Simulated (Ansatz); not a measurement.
# Hf (Fm-3m) in Ansatz: reference runs

Reference runs on Hf: the cell as given and a disturbed copy.

All numbers are computed with Ansatz 0.2.0; they aren't measurements. Logs are shortened: lines on timing, memory, paths and dates and some standing lists are left out, and cuts for length are marked.

### Step 1. Starting point

Symmetry: Fm-3m, No. 225, cubic system. Conventional cell: a = 4.440 Å, b = 4.440 Å, c = 4.440 Å, α = 90.00°, β = 90.00°, γ = 90.00°. Around Hf (site symmetry m-3m) lie 12 Hf at 3.14 Å.

This isn't the form of Hf at room conditions, which is hcp.

### Step 2. Single point, PBE

The input, input.yaml:

```yaml
crystal:
  lattice:
    - [0.0, 2.22, 2.22]
    - [2.22, 0.0, 2.22]
    - [2.22, 2.22, 0.0]
  atoms:
    - { symbol: Hf, position: [0.0, 0.0, 0.0] }
kpoints:
  mp_grid: { grid: [10, 10, 10] }
scf:
  occupations: { method: fermi_dirac, width: 0.05 }
hamiltonian:
  xc: pbe
  pseudopotentials: { kind: all_electron, lapw: { basis_error: 0.001 } }
output:
  forces: true
  stress: true
  eigenvalues: true
  populations: true
```

Potentials or basis: all-electron LAPW, scalar-relativistic.

The run is started by

```sh
$ ansatz run input.yaml --threads 1 --pin off --max-ram 2560MiB --backend cpu --events-out ev --progress --plain --runs-dir out
```

What it wrote:

```text
Warning: RAYON_NUM_THREADS=1 ignored (pool sized by the plan → 1); use --threads N
Hf: projections on atomic orbitals take those of the free atom 1s2 2s2 2p6 3s2 3p6 3d10 4s2 4p6 4d10 4f14 5s2 5p6 5d2 6s2, of charge +0.00 (hamiltonian.pseudopotentials.projection_atoms)
LAPW: plane waves up to 7.445 Å⁻¹, error target 1.0e-3 eV per atom; small_component_spin mean_spin; Hf in spheres of 1.570 Å, 36 of its electrons in bands, Dirac shells [] (how accurate: hamiltonian.pseudopotentials.lapw.basis_error, Limitations)
Engine: ansatz 0.2.0, x86_64-unknown-linux-gnu
Pseudopotentials: kind: all_electron
Pseudopotential: Hf, LAPW, valence charge 36, lapw/all_electron/scalar/gaussian/Hf, Koelling and Harmon's equation, gaussian nucleus
Functional definition: PBE
  parameter kappa = 0.804
  parameter beta = 0.06672455060314922
  exchange = pbe_x(kappa = kappa, mu = beta*pi^2/3)
  correlation = pbe_c(beta = beta)
Crystal: 1 atoms, lattice volume = 21.882 Å³
Basis set: ecut = 211.18009655473546 eV, 169 PW (Γ), exchange–correlation at level 2
Bands: 22, of which v1, the nominal top of the filled ones, is band 18 counted from 1 (17 counted from 0)
Symmetry: 48 space group operations
Space group: Fm-3m (ITA 225), of the structure as read, at distance tolerance 2.8e-5 Å
k-points: 47 of 1000
Non-local potential: Hf, projectors of the file, none
Initial density: superposition of atomic densities (chi_scale 0.1, normalization cell)
Initial wavefunctions: plane waves of lowest kinetic energy (no species holds an atomic orbital)
Functional: x = pbe(κ = 0.804, μ = 0.2195149727645171), c = pbe(β = 0.06672455060314922)
iter 1 solved again at ethr=1.48e-4 eV; its pass at ethr=1.00e-1 eV (dr2=5.32e-2 eV) is discarded
SCF iter   1: F=—  HF=-410250.268899 eV  |F-HF|=—  |Δ(HF+E_count)|=         —  Δρ=1.86e-2  dr2=5.36e-2  ethr=1.48e-4  ⟨swp⟩=2.9  Hψ=6585  notcnv=0
preconditioner: auto → Kerker (q_TF=auto, 2.964 Å⁻¹)  [metal: Δε(μ)=0.022 eV  Ē_g=17.963 eV  σ=0.050 eV  W_gap=0.11  n_scr=14 (ndim 8)  ℏωp=38.9 eV  f_vac=0.000  D(μ)=1.45/eV (n_scr^D=14)]
SCF iter   2: F=—  HF=-410250.190901 eV  |F-HF|=—  |Δ(HF+E_count)|=   7.80e-2  Δρ=1.07e-2  dr2=1.96e-2  ethr=1.48e-4  ⟨swp⟩=2.0  Hψ=3289  notcnv=0
SCF iter   3: F=—  HF=-410250.178050 eV  |F-HF|=—  |Δ(HF+E_count)|=   1.29e-2  Δρ=7.90e-3  dr2=1.18e-2  ethr=5.44e-5  ⟨swp⟩=2.0  Hψ=3111  notcnv=0
SCF iter   4: F=—  HF=-410250.173641 eV  |F-HF|=—  |Δ(HF+E_count)|=   4.41e-3  Δρ=4.26e-3  dr2=4.05e-3  ethr=3.28e-5  ⟨swp⟩=2.0  Hψ=3101  notcnv=0
SCF iter   5: F=—  HF=-410250.174345 eV  |F-HF|=—  |Δ(HF+E_count)|=   7.04e-4  Δρ=1.19e-3  dr2=4.14e-4  ethr=1.13e-5  ⟨swp⟩=2.0  Hψ=3028  notcnv=0
iter 6 solved again at ethr=6.14e-8 eV; its pass at ethr=1.15e-6 eV (dr2=2.21e-5 eV) is discarded
SCF iter   6: F=—  HF=-410250.174404 eV  |F-HF|=—  |Δ(HF+E_count)|=   5.83e-5  Δρ=3.34e-4  dr2=2.21e-5  ethr=6.14e-8  ⟨swp⟩=2.0  Hψ=5235  notcnv=0
SCF iter   7: F=—  HF=-410250.174404 eV  |F-HF|=—  |Δ(HF+E_count)|=   3.55e-7  Δρ=7.83e-5  dr2=1.23e-6  ethr=6.14e-8  ⟨swp⟩=2.0  Hψ=3111  notcnv=0
SCF iter   8: F=-410250.174404 eV  HF=-410250.174404 eV  |F-HF|=1.69e-8  |Δ(HF+E_count)|=   3.39e-8  Δρ=1.26e-5  dr2=3.50e-8  ethr=3.41e-9  ⟨swp⟩=2.1  Hψ=3114  notcnv=0
SCF 1 converged in 8 iterations: F = -410250.174404 eV  dr2 = 3.50e-8
SCF converged after 8 iterations
Free energy (F): -410250.174404 eV
Harris-Foulkes:  -410250.174404 eV  (|F-HF|=1.69e-8)
Internal energy: -410250.163452 eV  (E = F + TS)
E sigma→0 (E₀):  -410250.168928 eV
Entropy (-TS):   -0.010952 eV (-10.952 meV/atom)
Fermi energy:    20.551219 eV
--- Per-component energies (eV) ---
  E_band       = -1746.342666
  E_kinetic    = 456480.188621
  E_xc         = -8415.447830
  E_electrostatic = -858314.904243  (all electrons and nuclei)
  E_smearing   = -0.010952  (= −TS)
  E_closure    = 0.000000  (closes the sum)
  E_atoms      = -410242.921030  (free atoms, spherical and without spin; not in F)
  Σ components = -410250.174404   (vs F -410250.174404, Δ=0.00e0)
  Basis errors (estimates in eV, not in F): energy 2.1e-4 per atom: plane waves 1.7e-4 (8.9e-5 summed), levels above the bands 2.5e-75, relativity 6.3e-8, radial functions 3.9e-5, core shells 1.6e-7; eigenvalues (radial functions only) 7.2e-7; not estimated: angular momenta, meshes, grids; target (lapw.basis_error) 1.0e-3; muffin-tin radii Hf 1.570 Å
--- Forces (eV/Å), atoms counted from 1 ---
  atom   1  Hf     0.00000000    -0.00000000    -0.00000000
  max |Σ_I F_I| component: 5.75e-32 eV/Å
--- Stress (GPa, compression-positive) ---
        3.080074       0.000000      -0.000000
        0.000000       3.080074      -0.000000
       -0.000000      -0.000000       3.080074
  P = ⅓ Tr σ = 3.0801 GPa (30.801 kbar)
--- Band table (eV; the first three rows and the last of 47) ---
  k-point 0: bands = ["-180.5360", "-180.5360", "-180.5226", "-180.5226", "-180.5226", "-41.1220", "-9.3743", "-9.3743", "-9.3743", "8.9145", "8.9377", "8.9377", "8.9377", "9.0159", "9.0159", "9.0159", "13.2607", "21.9456", "21.9456", "21.9456", "24.8170", "24.8170"]
  k-point 1: bands = ["-180.5360", "-180.5360", "-180.5226", "-180.5226", "-180.5226", "-41.1154", "-9.4634", "-9.3856", "-9.3856", "8.9197", "8.9366", "8.9418", "8.9418", "9.0086", "9.0086", "9.0162", "13.6147", "21.6052", "22.1104", "22.1104", "24.6475", "24.6475"]
  k-point 2: bands = ["-180.5360", "-180.5360", "-180.5226", "-180.5226", "-180.5226", "-41.0982", "-9.6909", "-9.4149", "-9.4149", "8.9246", "8.9430", "8.9518", "8.9518", "8.9910", "8.9910", "9.0169", "14.5721", "20.9335", "22.3486", "22.3486", "24.5641", "24.5641"]
  k-point 46: bands = ["-180.5360", "-180.5360", "-180.5226", "-180.5226", "-180.5226", "-41.0301", "-10.0252", "-9.8690", "-9.7006", "8.9459", "8.9520", "8.9537", "8.9699", "8.9737", "8.9749", "9.0008", "18.4792", "19.5219", "20.8510", "23.4749", "27.6545", "29.7937"]
--- Löwdin populations: 1 site ---
  site symbol       q [e]
     0     Hf     71.9326
  spilling = 0.000936 (of n_electrons = 72.000000)
```

Run time: 6.2 s. Hardware: 1 thread of Intel Xeon Platinum 8488C (Sapphire Rapids), shared host; peak memory 0.28 GiB.

Results:

```
Free energy            : -410250.1744 eV
Pressure               : 3.1 GPa
Band gap on the k mesh : none (metal or under the smearing width)
```

### Step 3. Single point, PBE (cell strained at random at fixed volume)

input.yaml: that of step 2 with these lines changed.

```diff
@@ -2,7 +2,7 @@
   lattice:
-    - [0.0, 2.22, 2.22]
-    - [2.22, 0.0, 2.22]
-    - [2.22, 2.22, 0.0]
+    - [-0.043473, 2.207477, 2.213356]
+    - [2.162762, -0.042675, 2.212558]
+    - [2.172008, 2.215925, -0.051921]
   atoms:
-    - { symbol: Hf, position: [0.0, 0.0, 0.0] }
+    - { symbol: Hf, position: [0.001931, -0.011219, -0.003422] }
 kpoints:
```

Potentials or basis: all-electron LAPW, scalar-relativistic.

The run is started by

```sh
$ ansatz run input.yaml --threads 1 --pin off --max-ram 2560MiB --backend cpu --events-out ev --progress --plain --runs-dir out
```

What it wrote:

```text
Warning: RAYON_NUM_THREADS=1 ignored (pool sized by the plan → 1); use --threads N
Hf: projections on atomic orbitals take those of the free atom 1s2 2s2 2p6 3s2 3p6 3d10 4s2 4p6 4d10 4f14 5s2 5p6 5d2 6s2, of charge +0.00 (hamiltonian.pseudopotentials.projection_atoms)
LAPW: plane waves up to 7.586 Å⁻¹, error target 1.0e-3 eV per atom; small_component_spin mean_spin; Hf in spheres of 1.547 Å, 36 of its electrons in bands, Dirac shells [] (how accurate: hamiltonian.pseudopotentials.lapw.basis_error, Limitations)
Engine: ansatz 0.2.0, x86_64-unknown-linux-gnu
Pseudopotentials: kind: all_electron
Pseudopotential: Hf, LAPW, valence charge 36, lapw/all_electron/scalar/gaussian/Hf, Koelling and Harmon's equation, gaussian nucleus
Functional definition: PBE
  parameter kappa = 0.804
  parameter beta = 0.06672455060314922
  exchange = pbe_x(kappa = kappa, mu = beta*pi^2/3)
  correlation = pbe_c(beta = beta)
Crystal: 1 atoms, lattice volume = 21.882 Å³
Basis set: ecut = 219.2792691705083 eV, 169 PW (Γ), exchange–correlation at level 2
Bands: 22, of which v1, the nominal top of the filled ones, is band 18 counted from 1 (17 counted from 0)
Symmetry: 2 space group operations
Space group: P-1 (ITA 2), of the structure as read, at distance tolerance 2.8e-5 Å
k-points: 504 of 1000
Non-local potential: Hf, projectors of the file, none
Initial density: superposition of atomic densities (chi_scale 0.1, normalization cell)
Initial wavefunctions: plane waves of lowest kinetic energy (no species holds an atomic orbital)
[... 17 lines left out ...]
E sigma→0 (E₀):  -410250.160138 eV
Entropy (-TS):   -0.012205 eV (-12.205 meV/atom)
Fermi energy:    20.545129 eV
--- Per-component energies (eV) ---
  E_band       = -1746.498325
  E_kinetic    = 456480.226135
  E_xc         = -8415.449921
  E_electrostatic = -858314.930250  (all electrons and nuclei)
  E_smearing   = -0.012205  (= −TS)
  E_closure    = 0.000000  (closes the sum)
  E_atoms      = -410242.921030  (free atoms, spherical and without spin; not in F)
  Σ components = -410250.166241   (vs F -410250.166241, Δ=0.00e0)
  Basis errors (estimates in eV, not in F): energy 2.3e-4 per atom: plane waves 1.9e-4 (1.0e-4 summed), levels above the bands 2.6e-74, relativity 6.1e-8, radial functions 3.7e-5, core shells 2.5e-7; eigenvalues (radial functions only) 9.4e-7; not estimated: angular momenta, meshes, grids; target (lapw.basis_error) 1.0e-3; muffin-tin radii Hf 1.547 Å
--- Forces (eV/Å), atoms counted from 1 ---
  atom   1  Hf     0.00000000     0.00000000     0.00000000
  max |Σ_I F_I| component: 0.00e0 eV/Å
--- Stress (GPa, compression-positive) ---
        3.869471       1.287961       1.805879
        1.287961       2.918124       1.655308
        1.805879       1.655308       2.771659
  P = ⅓ Tr σ = 3.1864 GPa (31.864 kbar)
--- Band table (eV; the first three rows and the last of 504) ---
  k-point 0: bands = ["-180.5411", "-180.5399", "-180.5296", "-180.5267", "-180.5254", "-41.1273", "-9.3968", "-9.3891", "-9.3485", "8.9087", "8.9292", "8.9316", "8.9396", "9.0096", "9.0119", "9.0125", "13.2616", "21.6642", "21.8469", "22.3070", "24.6477", "25.0044"]
  k-point 1: bands = ["-180.5411", "-180.5399", "-180.5296", "-180.5267", "-180.5254", "-41.1211", "-9.4797", "-9.3978", "-9.3639", "8.9131", "8.9294", "8.9356", "8.9427", "9.0032", "9.0049", "9.0124", "13.6071", "21.4242", "21.9757", "22.3960", "24.5268", "24.8377"]
  k-point 2: bands = ["-180.5411", "-180.5399", "-180.5296", "-180.5267", "-180.5254", "-41.1049", "-9.6998", "-9.4207", "-9.3951", "8.9163", "8.9376", "8.9455", "8.9509", "8.9871", "8.9879", "9.0130", "14.5420", "20.8366", "22.1567", "22.5737", "24.5611", "24.7266"]
  k-point 503: bands = ["-180.5411", "-180.5399", "-180.5296", "-180.5267", "-180.5254", "-41.0484", "-10.2873", "-9.5454", "-9.5156", "8.9124", "8.9264", "8.9303", "8.9861", "8.9871", "8.9887", "9.0137", "16.9237", "21.4367", "21.4505", "21.7646", "27.0232", "27.1761"]
--- Löwdin populations: 1 site ---
  site symbol       q [e]
     0     Hf     71.9303
  spilling = 0.000969 (of n_electrons = 72.000000)
```

Run time: 64 s. Hardware: 1 thread of Intel Xeon Platinum 8488C (Sapphire Rapids), shared host; peak memory 0.68 GiB.

What came out:

```
Free energy            : -410250.1662 eV
Pressure               : 3.2 GPa
Band gap on the k mesh : none (metal or under the smearing width)
```

Spin-orbit coupling is left out, which matters for the levels of Hf.
